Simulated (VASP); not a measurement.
```xyz
6
Lattice="4.4242 0.0000 0.0000 0.0000 4.4242 0.0000 0.0000 0.0000 2.8873" Properties=species:S:1:pos:R:3 pbc="T T T"
Ge     0.0000     0.0000     0.0000
Ge     2.2121     2.2121     1.4436
O      1.3548     1.3548     0.0000
O      3.5669     0.8573     1.4436
O      0.8573     3.5669     1.4436
O      3.0694     3.0694     0.0000
```

All values below come from PBEsol GGA, VASP's PBE PAW potentials (set 64) (plane waves; VASP). Settings: 520 eV cut-off, 6×6×9 Γ-centred mesh, tetrahedra with Blöchl corrections, potentials Ge_d O.

Q: What does the run give for the energy per atom (σ→0), band gap (on the k-mesh) with the smallest direct gap where there is one?

A: 
The band gap (on the k-mesh) is 1.57 eV and the smallest direct gap (on the k-mesh) is 1.57 eV. The energy per atom (σ→0) is -6860 meV/atom.

Only differences to runs with the same potentials and settings are physical.

The compound is GeO2 in the rutile structure. It was relaxed first.
